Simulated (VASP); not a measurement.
# PbS (Galena) (Fm-3m) in VASP: further runs

Aim: see how the results for PbS (Galena) move with the level of theory and the settings. Levels: LDA, PBE, SCAN+rVV10. Tasks: single point, relaxation of the atoms.

Everything below comes from runs of VASP 6.6.1. Logs are shortened: lines on timing, memory, paths and dates and some standing lists are left out, and cuts for length are marked.

### 1 Starting point

It takes space group Fm-3m (No. 225, cubic). Conventional cell: a = 5.931 Å, b = 5.931 Å, c = 5.931 Å, α = 90.00°, β = 90.00°, γ = 90.00°. Around Pb (site symmetry m-3m) lie 6 S at 2.97 Å. S (site symmetry m-3m) is surrounded by 6 Pb at 2.97 Å.

### 2 Single point, LDA, non-collinear spin, ferromagnetic start, spin-orbit coupling

Input file INCAR:

```
ALGO = Fast
EDIFF = 1E-7
ENCUT = 520
GGA = CA
GGA_COMPAT = False
ISIF = 2
ISMEAR = -1
LASPH = True
LCHARG = False
LORBIT = 11
LORBMOM = True
LREAL = False
LSORBIT = True
LWAVE = False
MAGMOM = 0.354 0.354 0 0 0 0
NBANDS = 32
NELM = 80
NELMIN = 4
PREC = Accurate
SIGMA = 0.02
```

Input file KPOINTS:

```
k-points
0
Gamma
  6 6 6
```

Input file POSCAR:

```
PbS
4.1942
    0.000000000000      0.707107434076      0.707107434076
    0.707107434076      0.000000000000      0.707107434076
    0.707107434076      0.707107434076      0.000000000000
Pb S
1 1
Direct
    0.0000000000      0.0000000000      0.0000000000
    0.5000000000      0.5000000000      0.5000000000
```

Potentials or basis: VASP PAW LDA potentials, release 64 (Pb_d, S).

Launch:

```bash
$ cat potpaw_LDA.64/Pb_d/POTCAR potpaw_LDA.64/S/POTCAR > POTCAR
$ mpirun -np 1 vasp_ncl > vasp.out
```

OUTCAR:

```text
EDIFF = 1E-7
   ENCUT = 520
   GGA = CA
   ISIF = 2
   ISMEAR = -1
   LASPH = True
   LORBIT = 11
   LREAL = False
   LSORBIT = True
   NELM = 80
   NELMIN = 4
   PREC = Accurate

 ion  position               nearest neighbor table
   1  0.000  0.000  0.000-   2 2.97   2 2.97   2 2.97   2 2.97   2 2.97   2 2.97
   2  0.500  0.500  0.500-   1 2.97   1 2.97   1 2.97   1 2.97   1 2.97   1 2.97

  LATTYP: Found a face centered cubic cell.
 ALAT       =     5.9315000000

  Lattice vectors:

 A1 = (   0.0000000000,   2.9657500000,   2.9657500000)
 A2 = (   2.9657500000,   0.0000000000,   2.9657500000)
 A3 = (   2.9657500000,   2.9657500000,   0.0000000000)

Analysis of symmetry for initial positions (statically):
=====================================================================
 Subroutine PRICEL returns:
 Original cell was already a primitive cell.

 Routine SETGRP: Setting up the symmetry group for a
 face centered cubic supercell.

 Subroutine GETGRP returns: Found 48 space group operations
 (whereof 48 operations were pure point group operations)
 out of a pool of 48 trial point group operations.

The static configuration has the point symmetry O_h .

Analysis of symmetry for dynamics (positions and initial velocities):
=====================================================================
 Subroutine PRICEL returns:
 Original cell was already a primitive cell.

 Routine SETGRP: Setting up the symmetry group for a
 face centered cubic supercell.

 Subroutine GETGRP returns: Found 48 space group operations
 (whereof 48 operations were pure point group operations)
 out of a pool of 48 trial point group operations.

The dynamic configuration has the point symmetry O_h .

Analysis of structural, dynamic, and magnetic symmetry:
=====================================================================
 Subroutine PRICEL returns:
 Original cell was already a primitive cell.

 Routine SETGRP: Setting up the symmetry group for a
 face centered cubic supercell.

 Subroutine GETGRP returns: Found  4 space group operations
 (whereof  4 operations were pure point group operations)
 out of a pool of 48 trial point group operations.

The overall configuration has the point symmetry C_2h.

 Subroutine INISYM returns: Found  4 space group operations
 (whereof  4 operations are pure point group operations),
 and found     1 'primitive' translations

----------------------------------------------------------------------------------------

                                     Primitive cell

  volume of cell :      52.1715

  direct lattice vectors                    reciprocal lattice vectors
     0.000000000  2.965750000  2.965750000    -0.168591419  0.168591419  0.168591419
     2.965750000  0.000000000  2.965750000     0.168591419 -0.168591419  0.168591419
     2.965750000  2.965750000  0.000000000     0.168591419  0.168591419 -0.168591419

  length of vectors
     4.194203873  4.194203873  4.194203873     0.292008903  0.292008903  0.292008903

  position of ions in fractional coordinates (direct lattice)
     0.000000000  0.000000000  0.000000000
     0.500000000  0.500000000  0.500000000

  ion indices of the primitive-cell ions
   primitive index   ion index
                 1           1
                 2           2

----------------------------------------------------------------------------------------

 KPOINTS: k-points

Automatic generation of k-mesh.
 Grid dimensions read from file:
 generate k-points for:    6    6    6

 Generating k-lattice:

  Cartesian coordinates                     Fractional coordinates (reciprocal lattice)
[... 107 lines left out ...]
  ext. energy  EPLUGINS =         0.00000000
  ---------------------------------------------------
  free energy    TOTEN  =       -10.38193869 eV

  energy without entropy =      -10.38167495  energy(sigma->0) =      -10.38180682

 E-fermi :   5.4926     XC(G=0): -10.0316

 val. band max:        5.4306187518   @ k =   0.0000   0.5000   0.0000
 cond. band min:       5.5545133917   @ k =   0.0000   0.5000   0.0000
 fundamental gap:      0.1238946399
 Fermi energy:         5.4925661006

 k-point     1 :       0.0000    0.0000    0.0000
  band No.  band energies     occupation
      1     -12.6535      1.00000
      2     -12.6535      1.00000
      3     -12.6535      1.00000
      4     -12.6535      1.00000
      5     -10.0974      1.00000
      6     -10.0974      1.00000
[... 829 lines left out ...]
     31      15.9261      0.00000
     32      15.9311      0.00000

 [... further k-points ...]

------------------------ aborting loop because EDIFF is reached ----------------------------------------

 total charge

# of ion       s       p       d       tot
------------------------------------------
    1        1.464   0.555   9.841  11.861
    2        1.359   2.294   0.000   3.652
--------------------------------------------------
tot          2.823   2.849   9.841  15.513

  FORCE on cell =-STRESS in cart. coord.  units (eV):
  Direction    XX          YY          ZZ          XY          YZ          ZX
  --------------------------------------------------------------------------------------
  -------------------------------------------------------------------------------------
  Total       -1.0316723     -1.0316723     -1.0316860      0.0000130      0.0000004     -0.0000005
  in kB      -31.6824487    -31.6824487    -31.6828683      0.0004002      0.0000133     -0.0000141
  external PRESSURE =     -31.6825885 kB  Pullay stress =       0.0000000 kB

 VOLUME and BASIS-vectors are now :
 -----------------------------------------------------------------------------
  energy-cutoff  :      520.00
  volume of cell :       52.17
      direct lattice vectors                 reciprocal lattice vectors
     0.000000000  2.965750000  2.965750000    -0.168591419  0.168591419  0.168591419
     2.965750000  0.000000000  2.965750000     0.168591419 -0.168591419  0.168591419
     2.965750000  2.965750000  0.000000000     0.168591419  0.168591419 -0.168591419

 POSITION                                       TOTAL-FORCE (eV/Angst)
 -----------------------------------------------------------------------------------
      0.00000      0.00000      0.00000         0.000000      0.000000      0.000000
      2.96575      2.96575      2.96575         0.000000      0.000000     -0.000000
 -----------------------------------------------------------------------------------
    total drift:                                0.000000     -0.000000     -0.000000

  FREE ENERGIE OF THE ION-ELECTRON SYSTEM (eV)
  ---------------------------------------------------
  free  energy   TOTEN  =       -10.3819386896 eV

  energy  without entropy=      -10.3816749509  energy(sigma->0) =      -10.38180682

 orbital moment (x)

 # of ion     p       d       tot
 ----------------------------------------
  1         0.000   0.000   0.000
  2         0.000   0.000   0.000
 ----------------------------------------
            0.000   0.000   0.000

 orbital moment (y)

 # of ion     p       d       tot
 ----------------------------------------
  1         0.000   0.000   0.000
  2         0.000   0.000   0.000
 ----------------------------------------
            0.000   0.000   0.000

 orbital moment (z)

 # of ion     p       d       tot
 ----------------------------------------
  1        -0.000  -0.000  -0.000
  2         0.000   0.000   0.000
 ----------------------------------------
           -0.000  -0.000  -0.000

 Spin-Orbit-Coupling matrix elements

 Ion:    1  E_soc:     -0.8435362
 l=   1
     0.0000000    -0.0723682    -0.0723682
    -0.0723682     0.0000000    -0.0723682
    -0.0723682    -0.0723682     0.0000000
 l=   2
     0.0000000    -0.0137536     0.0000000    -0.0137536    -0.0544676
    -0.0137536     0.0000000    -0.0408506    -0.0137536    -0.0136169
     0.0000000    -0.0408506     0.0000000    -0.0408506     0.0000000
    -0.0137536    -0.0137536    -0.0408506     0.0000000    -0.0136169
    -0.0544676    -0.0136169     0.0000000    -0.0136169     0.0000000
 l=   3
     0.0000000     0.0000000     0.0000000     0.0000000     0.0000000     0.0000000     0.0000000
     0.0000000     0.0000000     0.0000000     0.0000000     0.0000000     0.0000000     0.0000000
     0.0000000     0.0000000     0.0000000     0.0000000     0.0000000     0.0000000     0.0000000
     0.0000000     0.0000000     0.0000000     0.0000000     0.0000000     0.0000000     0.0000000
     0.0000000     0.0000000     0.0000000     0.0000000     0.0000000     0.0000000     0.0000000
     0.0000000     0.0000000     0.0000000     0.0000000     0.0000000     0.0000000     0.0000000
     0.0000000     0.0000000     0.0000000     0.0000000     0.0000000     0.0000000     0.0000000

 Ion:    2  E_soc:     -0.0040668
 l=   1
     0.0000000    -0.0006778    -0.0006778
    -0.0006778     0.0000000    -0.0006778
    -0.0006778    -0.0006778     0.0000000
 l=   2
     0.0000000     0.0000000     0.0000000     0.0000000     0.0000000
     0.0000000     0.0000000     0.0000000     0.0000000     0.0000000
     0.0000000     0.0000000     0.0000000     0.0000000     0.0000000
     0.0000000     0.0000000     0.0000000     0.0000000     0.0000000
     0.0000000     0.0000000     0.0000000     0.0000000     0.0000000
 l=   3
     0.0000000     0.0000000     0.0000000     0.0000000     0.0000000     0.0000000     0.0000000
     0.0000000     0.0000000     0.0000000     0.0000000     0.0000000     0.0000000     0.0000000
     0.0000000     0.0000000     0.0000000     0.0000000     0.0000000     0.0000000     0.0000000
     0.0000000     0.0000000     0.0000000     0.0000000     0.0000000     0.0000000     0.0000000
     0.0000000     0.0000000     0.0000000     0.0000000     0.0000000     0.0000000     0.0000000
     0.0000000     0.0000000     0.0000000     0.0000000     0.0000000     0.0000000     0.0000000
     0.0000000     0.0000000     0.0000000     0.0000000     0.0000000     0.0000000     0.0000000

 total charge

# of ion       s       p       d       tot
------------------------------------------
    1        1.464   0.555   9.841  11.861
    2        1.359   2.294   0.000   3.652
--------------------------------------------------
tot          2.823   2.849   9.841  15.513

 magnetization (x)

# of ion       s       p       d       tot
------------------------------------------
    1       -0.000  -0.000  -0.000  -0.000
    2       -0.000  -0.000   0.000  -0.000
--------------------------------------------------
tot         -0.000  -0.000  -0.000  -0.000

 magnetization (y)

# of ion       s       p       d       tot
------------------------------------------
    1       -0.000  -0.000  -0.000  -0.000
    2       -0.000  -0.000   0.000  -0.000
--------------------------------------------------
tot         -0.000  -0.000  -0.000  -0.000

 magnetization (z)

# of ion       s       p       d       tot
------------------------------------------
    1        0.000   0.000   0.000   0.000
    2        0.000   0.000   0.000   0.000
--------------------------------------------------
tot          0.000   0.000   0.000   0.000
```

Wall time 3.3 min (1 thread of Intel Xeon Platinum 8559C (Emerald Rapids), shared host); peak memory 0.34 GiB.

What came out:

```
Free energy                                           : -10.3819 eV
Pressure                                              : -3.2 GPa
Net moment                                            : 0.00 μB per cell
Valence electrons inside the program's atomic spheres : Pb 11.86; S 3.65
```

Moments on the atoms (μB; x, y, z):
```
Pb  0.00 0.00 0.00
S   0.00 0.00 0.00
```

### 3 Single point, PBE, spin-orbit coupling, no magnetisation

Input file INCAR:

```
SYSTEM = PbS
ALGO = Fast ; EDIFF = 1E-6
ENCUT = 500 ; GGA = PE
GGA_COMPAT = .FALSE. ; ISIF = 2
ISMEAR = 0 ; LASPH = .TRUE.
LCHARG = .FALSE. ; LNONCOLLINEAR = .TRUE.
LORBIT = 11 ; LREAL = .FALSE.
LSORBIT = .TRUE. ; LWAVE = .FALSE.
MAGMOM = 0 0 0 0 0 0 ; NBANDS = 22
NELM = 60 ; PREC = Accurate
SIGMA = 0.1
```

Input file KPOINTS:

```
k-points
0
G
  6 6 6
  0 0 0
```

Input file POSCAR:

```
PbS
1.0
    0.0000000000      2.9657500000      2.9657500000
    2.9657500000      0.0000000000      2.9657500000
    2.9657500000      2.9657500000      0.0000000000
Pb S
1 1
Direct
    0.0000000000      0.0000000000      0.0000000000
    0.5000000000      0.5000000000      0.5000000000
```

Potentials or basis: VASP PAW PBE potentials, release 54 (Pb, S).

Launch:

```bash
$ cat potpaw_PBE.54/Pb/POTCAR potpaw_PBE.54/S/POTCAR > POTCAR
$ mpirun -np 1 vasp_ncl > vasp.out
```

Run time: 36 s. Hardware: 1 thread of Intel Xeon Platinum 8559C (Emerald Rapids), shared host; peak memory 0.3 GiB.

The run converged. Its results:

| Item | Value |
| --- | --- |
| Free energy | -8.9675 eV |
| Pressure | 1.5 GPa |
| Valence electrons inside the program's atomic spheres | Pb 2.91; S 3.68 |

### 4 Relaxation of the atoms, SCAN+rVV10 (atoms moved at random, drawn with an rms of 0.05 Å)

Input file run.py:

```python
from ase.calculators.vasp import Vasp
from ase.io import read
from ase.optimize import BFGSLineSearch

atoms = read('PbS.xyz')
calc = Vasp(
    directory='calc',
    xc='scan+rvv10',
    pp='PBE',
    setups='recommended',
    prec='Accurate',
    encut=520,
    ediff=1e-07,
    ismear=-5,
    sigma=0.05,
    lreal=False,
    lasph=True,
    nelm=80,
    algo='Normal',
    isif=2,
    lwave=True,
    lcharg=False,
    lmixtau=True,
    kpts=[8, 8, 8],
    gamma=True,
)
atoms.calc = calc
opt = BFGSLineSearch(atoms, trajectory='relax.traj')
converged = opt.run(fmax=0.005, steps=40)
print('converged:', converged)

print('energy (eV):', atoms.get_potential_energy())
print('free energy (eV):', atoms.get_potential_energy(force_consistent=True))
print('forces (eV/A):')
print(atoms.get_forces())
print('stress (eV/A^3, Voigt):', atoms.get_stress())
print('Fermi level (eV):', calc.get_fermi_level())
print('cell (A, degrees):', atoms.cell.cellpar())
print('volume (A^3):', atoms.get_volume())
print('scaled positions:')
print(atoms.get_scaled_positions())
```

Input file PbS.xyz:

```xyz
2
Lattice="0.0000000000 2.9657500000 2.9657500000 2.9657500000 0.0000000000 2.9657500000 2.9657500000 2.9657500000 0.0000000000" Properties=species:S:1:pos:R:3 pbc="T T T"
Pb    -0.0136661760     -0.0120706025     -0.0373269295
S      2.9399568722      2.9286099128      2.9879219470
```

Potentials or basis: VASP PAW PBE potentials, release 64 (Pb_d, S).

Launch:

```bash
$ python run.py
```

It took 24 min on 1 thread of Intel Xeon Platinum 8559C (Emerald Rapids), shared host; peak memory 0.46 GiB.

It converged, with:

```
Free energy               : -86.1534 eV
Energy gained by relaxing : 0.0 meV/atom
Ionic steps               : 2
Pressure after relaxing   : 0.1 GPa
Band gap on the k mesh    : 0.56 eV, direct
```

Forces in eV/Å, atoms in the order of the input:
```
Pb   0.002 -0.001  0.000
S   -0.002  0.001  0.000
```

Final structure:
```cif
data_structure
_symmetry_space_group_name_H-M 'P 1'
_symmetry_Int_Tables_number 1
_cell_length_a 4.1942
_cell_length_b 4.1942
_cell_length_c 4.1942
_cell_angle_alpha 60.000
_cell_angle_beta 60.000
_cell_angle_gamma 60.000
_cell_volume 52.17
loop_
_atom_site_label
_atom_site_type_symbol
_atom_site_fract_x
_atom_site_fract_y
_atom_site_fract_z
_atom_site_occupancy
Pb1 Pb 0.99537 0.99556 0.99855 1
S1 S 0.50043 0.50353 0.48906 1
```

Levels at points of the mesh, in eV from the valence-band top:
```tsv
k point	band 8	band 9	band 10	band 11	band 12	band 13
(0.00, 0.00, 0.00)	-2.30	-2.29	-2.29	5.30	5.30	5.31
(0.50, 0.00, 0.00)	-1.86	-1.85	0.00	0.56	2.04	2.05
(0.00, 0.50, 0.00)	-1.86	-1.85	-0.01	0.56	2.04	2.05
(0.00, 0.00, 0.50)	-1.86	-1.85	-0.01	0.57	2.04	2.05
(0.50, 0.50, 0.50)	-1.86	-1.85	0.00	0.56	2.04	2.05
(0.50, 0.50, 0.00)	-5.35	-3.59	-3.59	4.27	5.90	5.90
(0.00, 0.50, 0.50)	-5.36	-3.59	-3.58	4.25	5.90	5.90
(0.50, 0.00, 0.50)	-5.36	-3.59	-3.59	4.25	5.90	5.90
```

Caveat: the PAW data sets were made with another functional, which shifts forces and pressure a little; spin-orbit coupling is left out, which as a rule narrows the gap of such compounds by several tenths of an eV. A k mesh can miss the band edges.

### 5 Single point, PBE

Input file INCAR:

```
PREC = Accurate
ENCUT = 520
EDIFF = 1E-7
ISMEAR = 0
SIGMA = 0.011
LREAL = F
LASPH = T
NELM = 80
ALGO = Fast
ISIF = 2
LWAVE = F
LCHARG = T
GGA = PE
LELF = T
LVHAR = T
```

Input file KPOINTS:

```
Automatic mesh
0
Gamma
  8 8 8
```

POSCAR is that of step 3.

Launch:

```bash
$ cat potpaw_PBE.64/Pb_d/POTCAR potpaw_PBE.64/S/POTCAR > POTCAR
$ mpirun -np 1 vasp_std > vasp.out
```

Run time: 57 s. Hardware: 1 thread of AMD EPYC 7R43 (Zen 3), shared host; peak memory 0.14 GiB.

Results (log left out):

| Item | Value |
| --- | --- |
| Free energy | -8.7560 eV |
| Pressure | 2.2 GPa |
| Band gap on the k mesh | 0.36 eV, direct |

Levels at points of the mesh, in eV from the valence-band top:
```
           k point  band 7  band 8  band 9  band 10  band 11  band 12  band 13  band 14
(0.00, 0.00, 0.00)   -6.04   -2.17   -2.17    -2.17     5.21     5.21     5.21     6.73
(0.50, 0.00, 0.00)   -8.85   -1.78   -1.78     0.00     0.36     1.96     1.96     8.66
(0.50, 0.50, 0.00)   -7.20   -5.20   -3.44    -3.44     3.86     5.58     5.68     5.68
```

Caveat: spin-orbit coupling is left out, which as a rule narrows the gap of such compounds by several tenths of an eV. A k mesh can miss the band edges.

### 6 The reference run

An earlier run on the cell as given: functional PBEsol; potentials or basis VASP PAW PBE potentials, release 64 (Pb_d, S); cutoff 520 eV; k mesh 8 × 8 × 8; occupations fermi-dirac, width 0.05 eV; no spin polarisation.

* Pressure: -0.9 GPa
* Band gap on the k mesh: 0.25 eV, direct

### 7 Overview

| task | level | potentials or basis | spin | cell | k mesh | cutoff (eV) | smearing | optimiser | ladder | other keys | gap on the mesh (eV) | pressure (GPa) |
| --- | --- | --- | --- | --- | --- | --- | --- | --- | --- | --- | --- | --- |
| single point | LDA | VASP PAW LDA potentials, release 64 (Pb_d, S) | non-collinear, ferromagnetic start, SOC | as given | 6 × 6 × 6 | 520 | fermi-dirac 0.02 eV | - | - | NELMIN = 4 | - | -3.2 |
| single point | PBE | VASP PAW PBE potentials, release 54 (Pb, S) | SOC, no magnetisation | as given | 6 × 6 × 6 | 500 | gaussian 0.1 eV | - | - | - | - | 1.5 |
| relaxation of the atoms | SCAN+rVV10 | VASP PAW PBE potentials, release 64 (Pb_d, S) | off | atoms relaxed from: atoms moved at random, drawn with an rms of 0.05 Å | 8 × 8 × 8 | 520 | tetrahedron | BFGSLineSearch | - | - | 0.56 | 0.1 |
| single point | PBE | VASP PAW PBE potentials, release 64 (Pb_d, S) | off | as given | 8 × 8 × 8 | 520 | gaussian 0.011 eV | - | - | - | 0.36 | 2.2 |
| single point | PBEsol | VASP PAW PBE potentials, release 64 (Pb_d, S) | off | as given | 8 × 8 × 8 | 520 | fermi-dirac 0.05 eV | - | free | - | 0.25 | -0.9 |

Caveats: spin-orbit coupling is left out, which as a rule narrows the gap of such compounds by several tenths of an eV (some runs); the PAW data sets were made with another functional, which shifts forces and pressure a little (some runs).

Absolute energies hang on the potentials; compare differences alone.
